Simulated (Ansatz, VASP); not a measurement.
This is a calculation of CdTe for VASP 6.6.1. 

The input INCAR:

```
SYSTEM = CdTe
ALGO = Normal ; EDIFF = 1E-7
ENCUT = 520 ; GGA = PS
ISIF = 2 ; ISMEAR = -1
LASPH = .True. ; LCHARG = .False.
LREAL = .False. ; LWAVE = .False.
NBANDS = 16 ; NELM = 100
PREC = Accurate ; SIGMA = 0.05
```

Contents of KPOINTS:

```
k-points
0
Gamma
  7 7 7
  0 0 0
```

The input POSCAR:

```
CdTe
1.0
    0.0000000000      3.2050000000      3.2050000000
    3.2050000000      0.0000000000      3.2050000000
    3.2050000000      3.2050000000      0.0000000000
Te Cd
1 1
Direct
    0.7500000000      0.7500000000      0.7500000000
    0.0000000000      0.0000000000      0.0000000000
```

Potentials or basis: VASP PAW PBE potentials, release 64 (Te, Cd).

The run is started by

```sh
$ cat potpaw_PBE.64/Te/POTCAR potpaw_PBE.64/Cd/POTCAR > POTCAR
$ mpirun -np 1 vasp_std > vasp.out
```

Q: Translate it to Ansatz 0.2.0. Potentials or basis there: all-electron LAPW, scalar-relativistic.

A: As run (cutoffs and basis follow the program's own potentials, and thresholds, step limits or extra output files can differ):

input.yaml

```yaml
crystal:
  lattice:
    - [0.0, 3.205, 3.205]
    - [3.205, 0.0, 3.205]
    - [3.205, 3.205, 0.0]
  atoms:
    - { symbol: Te, position: [0.75, 0.75, 0.75] }
    - { symbol: Cd, position: [0.0, 0.0, 0.0] }
kpoints:
  mp_grid: { grid: [7, 7, 7] }
scf:
  occupations: { method: fermi_dirac, width: 0.05 }
hamiltonian:
  xc: pbesol
  pseudopotentials: { kind: all_electron, lapw: { basis_error: 0.001 } }
output:
  forces: true
  stress: true
  eigenvalues: true
  populations: true
```

Potentials or basis: all-electron LAPW, scalar-relativistic.

Command:

```sh
$ ansatz run input.yaml --threads 1 --pin off --max-ram 3072MiB --backend cpu --events-out ev --progress --plain --runs-dir out
```

Both were run:

|  | VASP | Ansatz |
| --- | --- | --- |
| Pressure | 1.9 GPa | 1.7 GPa |

VASP's potentials were made for PBE.

Where Ansatz's input types no cutoff or centring, it takes its own default and a Γ-centred mesh.

Pressure is positive in compression.
